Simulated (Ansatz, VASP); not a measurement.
## Mg in VASP and in Ansatz

```
Mg
1.0
     3.19132    0.00000    0.00000
    -1.59566    2.76376    0.00000
     0.00000    0.00000    5.20095
Mg
2
Direct
  0.33333 0.66667 0.25000
  0.66667 0.33333 0.75000
```

Alike in both runs: functional PBE; k mesh 14 × 14 × 8; occupations fermi-dirac, width 0.05 eV; no spin polarisation.

Ansatz relaxed the structure, and its values are those at the end. VASP's run is a single point on that final structure, the one shown.

|  | VASP | Ansatz |
| --- | --- | --- |
| version | VASP 6.6.1 | Ansatz 0.2.0 |
| potentials or method | VASP PAW PBE potentials, release 64 (Mg) | plane-wave PAW DFT |
| plane-wave cutoff (eV) | 520 | 420 |
| valence electrons in the cell | 4 | 20 |

```csv
,VASP,Ansatz,Ansatz less VASP
pressure (GPa),-0.1,0.0,+0.12
```

The two sets of potentials don't hold the same shells in valence.
